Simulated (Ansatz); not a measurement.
A crystal relaxed with r2SCAN in the PAW code Ansatz has space group Fm-3m (No. 225) and a = 3.492 Å.

| atom | site | x | y | z |
| --- | --- | --- | --- | --- |
| Xx | 4a | 0.0000 | 0.0000 | 0.0000 |
| N | 4b | 0.5000 | 0.0000 | 0.0000 |

The r2SCAN gap is indirect, 1.34 eV (K–Γ (0.56 of the way from K) to X), below the direct gap of 6.54 eV at L. HSE06 gives an indirect gap of 2.18 eV, from K–Γ (0.55 of the way from K) to X; the least direct gap is 7.25 eV at L. Meshes: r2SCAN 12×12×12, HSE06 8×8×8. r2SCAN's ε∞ is 8.0 in all directions.

Question: Which element is Xx?
A. Al
B. Ga
C. Tl
D. B

Answer: D. Xx is B: BN built on the rocksalt prototype. Around B lie 6 N at 1.75 Å; around N lie 6 B at 1.75 Å.

(Calculated; spin-unpolarised; the phase may be known or hypothetical.)

Where an edge lies off the special points, it is a point of the mesh or the k point where a search put PBE's edge or least direct gap, reused for the other functionals, whose own edges may lie a little apart.

The meshes of the hybrids are coarse, so their gaps aren't converged to the digits shown.
